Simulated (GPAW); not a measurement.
# HfC (Fm-3m) in GPAW: notebook

One crystal, HfC, is run at these levels: PBEsol+U, LDA; tasks: single point.

All numbers are computed with GPAW 26.7.0; they aren't measurements. Logs are shortened: lines on timing, memory, paths and dates and some standing lists are left out, and cuts for length are marked. The log counts tension as positive stress, the text compression.

**1. The structure**

The structure is cubic, space group Fm-3m (No. 225). Conventional cell: a = 4.650 Å, b = 4.650 Å, c = 4.650 Å, α = 90.00°, β = 90.00°, γ = 90.00°. Hf (site symmetry m-3m) has 6 C at 2.32 Å as nearest neighbours. C (site symmetry m-3m) is surrounded by 6 Hf at 2.32 Å.

**2. Single point, PBEsol+U**

run.py

```python
from ase.dft.bandgap import bandgap
from ase.io import read, write
from ase.units import GPa
from gpaw import GPAW, PW, setup_paths

setup_paths.insert(0, '.')

atoms = read('HfC.cif')

calc = GPAW(mode=PW(600),
            xc='PBEsol',
            kpts={'size': (8, 8, 8), 'gamma': True},
            occupations={'name': 'fermi-dirac', 'width': 0.05},
            setups={'Hf': ':d,3.5'},
            nbands=18,
            maxiter=120,
            txt='gpaw.txt')
atoms.calc = calc
energy = atoms.get_potential_energy()
forces = atoms.get_forces()
stress = atoms.get_stress()
calc.write('gs.gpw')
write('result.traj', atoms)
print(f'Energy: {energy:.6f} eV')
print('Forces (eV/A):')
print(forces.round(4))
print('Stress (GPa):', (stress / GPa).round(3))
print('Fermi level:', round(calc.get_fermi_level(), 4), 'eV')
print(f'Gap: {bandgap(calc)[0]:.4f} eV, direct: {bandgap(calc, direct=True)[0]:.4f} eV')
```

HfC.cif

```cif
data_HfC
_cell_length_a 3.28804653
_cell_length_b 3.28804653
_cell_length_c 3.28804653
_cell_angle_alpha 60.00000000
_cell_angle_beta 60.00000000
_cell_angle_gamma 60.00000000
_space_group_name_H-M_alt 'P1'
_space_group_name_Hall 'P 1'
_space_group_IT_number 1
loop_
_space_group_symop_operation_xyz
'x,y,z'
loop_
_atom_site_label
_atom_site_type_symbol
_atom_site_symmetry_multiplicity
_atom_site_Wyckoff_symbol
_atom_site_fract_x
_atom_site_fract_y
_atom_site_fract_z
_atom_site_occupancy
Hf1 Hf 1 a 0.5000000000 0.5000000000 0.5000000000 1
C1 C 1 a 0.0000000000 0.0000000000 0.0000000000 1
```

Potentials or basis: PAW data sets generated in the run's folder for this functional, pw.

Launch:

```sh
$ gpaw-setup -f PBEsol C Hf
$ OMP_NUM_THREADS=1 python run.py
```

gpaw.txt:

```text
__  _  _
 | _ |_)|_||  |
 |__||  | ||/\| - 26.7.0

Input parameters:
  mode=PW(ecut=600.0),
  kpts=MonkhorstPack(size=(8, 8, 8), gamma=True),
  maxiter=120,
  nbands=18,
  occupations=Occupations(name='fermi-dirac', width=0.05),
  setups={'Hf': ':d,3.5'},
  xc=XC(name='PBEsol')

Diagonalizing LCAO Hamiltonian
Converting LCAO to pw mode

                 Hf

       C

Atoms  # Å, Bohr magnetons
|   | symbol |        x |        y |        z |    initial magnetic moments |
|---|--------|----------|----------|----------|-----------------------------|
| 0 |     Hf | 3.288047 | 1.898355 | 1.342339 | ( 0.0000,  0.0000,  0.0000) |
| 1 |      C | 0.000000 | 0.000000 | 0.000000 | ( 0.0000,  0.0000,  0.0000) |

Unit cell  # Å
| periodic |        x |        y |        z |  lengths |    angles |
|----------|----------|----------|----------|----------|-----------|
|      yes | 3.288047 | 0.000000 | 0.000000 | 3.288047 | 60.000000 |
|      yes | 1.644023 | 2.847532 | 0.000000 | 3.288047 | 60.000000 |
|      yes | 1.644023 | 0.949177 | 2.684679 | 3.288047 | 60.000000 |

Number of symmetries: 48
Symmetry operations  # r_c * U_cc + t_c -> r_c
|    | kind |            matrix            |
|----|------|------------------------------|
|  0 |  σ   |  1, 0, 0,  1, 0,-1,  1,-1, 0 |
|  1 |  C2  |  1, 0, 0,  1,-1, 0,  1, 0,-1 |
|  2 |  E   |  1, 0, 0,  0, 1, 0,  0, 0, 1 |
|  3 |  σ   |  1, 0, 0,  0, 0, 1,  0, 1, 0 |
|  4 |  C4  |  1, 0,-1,  1, 0, 0,  1,-1, 0 |
|  5 |  S6  |  1, 0,-1,  1,-1, 0,  1, 0, 0 |
|  6 |  σ   |  1, 0,-1,  0, 1,-1,  0, 0,-1 |
|  7 |  C3  |  1, 0,-1,  0, 0,-1,  0, 1,-1 |
|  8 |  S6  |  1,-1, 0,  1, 0, 0,  1, 0,-1 |
|  9 |  C4  |  1,-1, 0,  1, 0,-1,  1, 0, 0 |
| 10 |  C3  |  1,-1, 0,  0,-1, 1,  0,-1, 0 |
| 11 |  σ   |  1,-1, 0,  0,-1, 0,  0,-1, 1 |
| 12 |  σ   |  0, 1, 0,  1, 0, 0,  0, 0, 1 |
| 13 |  C4  |  0, 1, 0,  0, 1,-1, -1, 1, 0 |
| 14 |  C3  |  0, 1, 0,  0, 0, 1,  1, 0, 0 |
| 15 |  S6  |  0, 1, 0, -1, 1, 0,  0, 1,-1 |
| 16 |  C2  |  0, 1,-1,  1, 0,-1,  0, 0,-1 |
| 17 |  σ   |  0, 1,-1,  0, 1, 0, -1, 1, 0 |
| 18 |  S4  |  0, 1,-1,  0, 0,-1,  1, 0,-1 |
| 19 |  C4  |  0, 1,-1, -1, 1, 0,  0, 1, 0 |
| 20 |  C3  |  0, 0, 1,  1, 0, 0,  0, 1, 0 |
| 21 |  σ   |  0, 0, 1,  0, 1, 0,  1, 0, 0 |
| 22 |  S6  |  0, 0, 1,  0,-1, 1, -1, 0, 1 |
| 23 |  C4  |  0, 0, 1, -1, 0, 1,  0,-1, 1 |
| 24 |  S4  |  0, 0,-1,  1, 0,-1,  0, 1,-1 |
| 25 |  C3  |  0, 0,-1,  0, 1,-1,  1, 0,-1 |
| 26 |  C2  |  0, 0,-1,  0,-1, 0, -1, 0, 0 |
| 27 |  S6  |  0, 0,-1, -1, 0, 0,  0,-1, 0 |
| 28 |  S4  |  0,-1, 1,  1,-1, 0,  0,-1, 0 |
| 29 |  C4  |  0,-1, 1,  0, 0, 1, -1, 0, 1 |
| 30 |  C2  |  0,-1, 1,  0,-1, 0,  1,-1, 0 |
| 31 |  σ   |  0,-1, 1, -1, 0, 1,  0, 0, 1 |
| 32 |  C3  |  0,-1, 0,  1,-1, 0,  0,-1, 1 |
| 33 |  S6  |  0,-1, 0,  0, 0,-1, -1, 0, 0 |
| 34 |  S4  |  0,-1, 0,  0,-1, 1,  1,-1, 0 |
| 35 |  C2  |  0,-1, 0, -1, 0, 0,  0, 0,-1 |
| 36 |  C2  | -1, 1, 0,  0, 1, 0,  0, 1,-1 |
| 37 |  S6  | -1, 1, 0,  0, 1,-1,  0, 1, 0 |
| 38 |  S4  | -1, 1, 0, -1, 0, 1, -1, 0, 0 |
| 39 |  C3  | -1, 1, 0, -1, 0, 0, -1, 0, 1 |
| 40 |  S6  | -1, 0, 1,  0, 0, 1,  0,-1, 1 |
| 41 |  C2  | -1, 0, 1,  0,-1, 1,  0, 0, 1 |
| 42 |  C3  | -1, 0, 1, -1, 1, 0, -1, 0, 0 |
| 43 |  S4  | -1, 0, 1, -1, 0, 0, -1, 1, 0 |
| 44 |  C2  | -1, 0, 0,  0, 0,-1,  0,-1, 0 |
| 45 |  i   | -1, 0, 0,  0,-1, 0,  0, 0,-1 |
| 46 |  σ   | -1, 0, 0, -1, 1, 0, -1, 0, 1 |
[... 70 lines left out ...]
    |   5p |  6.000 |     -35.615 |    1.307 |
    |   6p |  0.000 |      -1.375 |    1.307 |
    |   5d |  2.000 |      -2.724 |    1.334 |
    |    d |        |      24.487 |    1.334 |

    Using partial waves for Hf as LCAO basis

  C:
    name:    Carbon
    Z:       6.0
    valence: 4
    core:    2
    charge:  0.0  # [|e|]
    compensation charges:
      type: gauss
      rc: 0.20  # [Å]
      lmax: 2
    cutoffs:
      filter: 1.14  # [Å]
      core: 1.14  # [Å]
    projectors
    | kind |    occ | energy [eV] | rcut [Å] |
    |------|--------|-------------|----------|
    |   2s |  2.000 |     -13.648 |    0.635 |
    |   2p |  2.000 |      -5.232 |    0.635 |
    |    s |        |      13.563 |    0.635 |
    |    p |        |      21.979 |    0.635 |
    |    d |        |       0.000 |    0.635 |

    Using partial waves for C as LCAO basis

Reference energy: -410785.337283  # eV

eigensolver:
  PPCG
  Converge bands: occupied
  niter=2

density mixing:
  MSR1-Mixer
  Pratt-step length: 0.05
  Maximum mixing coefficient: 0.75
  Old densities: 10
  SVD Regularization: 0.005
  Good broyden scale: 1.0
  Trust region scale: 1.0
  Backstep threshold: 4.0
  History deletion threshold: 6.0
  Fourier metric: weight=20.0, sigma=0.015

occupation numbers:
  Fermi-Dirac:
    width: 0.0500  # eV

poisson solver:
  ecut: 4800.0  # eV

xc functional:
  name: PBEsol with 2 nearest neighbor stencil

convergence criteria:
- Maximum [total energy] change in last 3 cyles: 0.0005 eV / valence electron
- Maximum integral of absolute [dens]ity change: 0.0001 electrons / valence electron
- Maximum integral of absolute [eigenst]ate change: 4e-08 eV^2 / valence electron
maximum number of iterations: 120

SCF iterations
|iter     | |      energy | eigst |  dens |
|---------|-|-------------|-------|-------|
|iter:   1| |  -19.274467 | -0.32 |       |
|iter:   2| |  -18.533408 | -2.52 | -0.76 |
|iter:   3| |  -16.724770 | -1.45 | -0.82 |
|iter:   4| |  -16.753926 | -3.05 | -1.55 |
|iter:   5| |  -16.780187 | -3.23 | -1.79 |
|iter:   6| |  -16.781249 | -4.69 | -2.64 |
|iter:   7| |  -16.781420c| -5.66 | -3.21 |
|iter:   8| |  -16.781441c| -6.35 | -3.67 |
|iter:   9| |  -16.781441c| -7.73c| -4.77c|

Converged in 9 steps
Energy contributions relative to reference atoms: (reference = -410785.337283)

Energy contributions:
  Kinetic:          17.948156
  Coulomb:         -18.945660
  Zero:             -0.335794
  External:          0.000000
  Xc:              -15.447241
  Entropy:          -0.001805
  Spinorbit:         0.000000
  ----------------------------
  Free energy:     -16.782343
  Extrapolated:    -16.781441

dipole moment: (-13.057116, -7.538530, -5.330545)  # |e|*Ang

Fermi level: 11.339
Eigenvalues  # (at kpt = [0.000, 0.000, 0.000])
| band index |      eig [eV] | occ [0-2] |
|------------|---------------|-----------|
|          0 |       -50.503 |     2.000 |
|          1 |       -19.108 |     2.000 |
|          2 |       -19.108 |     2.000 |
|          3 |       -19.108 |     2.000 |
|          4 |        -1.206 |     2.000 |
|          5 |        12.272 |     0.000 |
|          6 |        12.272 |     0.000 |
|          7 |        12.272 |     0.000 |
|          8 |        13.397 |     0.000 |
|          9 |        13.397 |     0.000 |
|         10 |        13.397 |     0.000 |
|         11 |        14.860 |     0.000 |
|         12 |        14.860 |     0.000 |
|        ... |               |           |
|         17 |        35.995 |     0.000 |

No gap
No difference between direct/indirect transitions

Forces  # eV/Ang
|       x |       y |        z |
|---------|---------|----------|
| 0.00000 | 0.00000 | -0.00000 |  # Hf   0
| 0.00000 | 0.00000 |  0.00000 |  # C    1

Stress tensor  # eV/Ang^3
|         x |         y |         z |
|-----------|-----------|-----------|
| -0.048559 |  0.000000 |  0.000000 |
|  0.000000 | -0.048559 |  0.000000 |
|  0.000000 |  0.000000 | -0.048559 |

# Writing to gs.gpw (mode='')
```

stdout:

```text
Energy: -16.781441 eV
Forces (eV/A):
[[ 0.  0. -0.]
 [ 0.  0.  0.]]
Stress (GPa): [-7.78 -7.78 -7.78  0.    0.    0.  ]
Fermi level: 11.3392 eV
Gap: 0.0000 eV, direct: 0.0000 eV
```

Run time: 8.4 s. Hardware: 1 thread of Intel Xeon 6975P-C (Granite Rapids), shared host; peak memory 0.15 GiB.

What came out:

| Quantity | Value |
| --- | --- |
| Free energy | -16.7823 eV |
| Pressure | 7.8 GPa |
| Band gap on the k mesh | none (metal or under the smearing width) |

Caveat: the cutoff is short for stress and forces, so pressures can be off by a GPa or more; U without spin polarisation on a metal has little footing; the U is typed as a test and isn't derived for this compound.

**3. Single point, LDA**

run.py: that of step 2 with these lines changed.

```diff
@@ -1,15 +1,19 @@
+from ase import Atoms
 from ase.dft.bandgap import bandgap
-from ase.io import read, write
+from ase.io import write
 from ase.units import GPa
-from gpaw import GPAW, PW, setup_paths
+from gpaw import GPAW, PW
 
-setup_paths.insert(0, '.')
+atoms = Atoms(['Hf', 'C'],
+              cell=[[0.0, 2.325, 2.325],
+                    [2.325, 0.0, 2.325],
+                    [2.325, 2.325, 0.0]],
+              scaled_positions=[[0.5, 0.5, 0.5],
+                                [0.0, 0.0, 0.0]],
+              pbc=True)
 
-atoms = read('HfC.cif')
-
-calc = GPAW(mode=PW(600),
-            xc='PBEsol',
+calc = GPAW(mode=PW(550),
+            xc='LDA',
             kpts={'size': (8, 8, 8), 'gamma': True},
             occupations={'name': 'fermi-dirac', 'width': 0.05},
-            setups={'Hf': ':d,3.5'},
             nbands=18,
```

Potentials or basis: the program's PAW data sets (release 1.2.1) made for this functional, pw.

Launch:

```sh
$ OMP_NUM_THREADS=1 python run.py
```

Wall time 4.9 s (1 thread of AMD EPYC 9R45 (Zen 5), shared host); peak memory 0.14 GiB.

The run converged, but some of its settings lie outside the range that counts as converged, so its numbers aren't taken as properties of the crystal.

What came out:

- Free energy: -20.4579 eV
- Pressure: -11.1 GPa
- Band gap on the k mesh: none (metal or under the smearing width)

Caveat: the cutoff is short for stress and forces, so pressures can be off by a GPa or more.
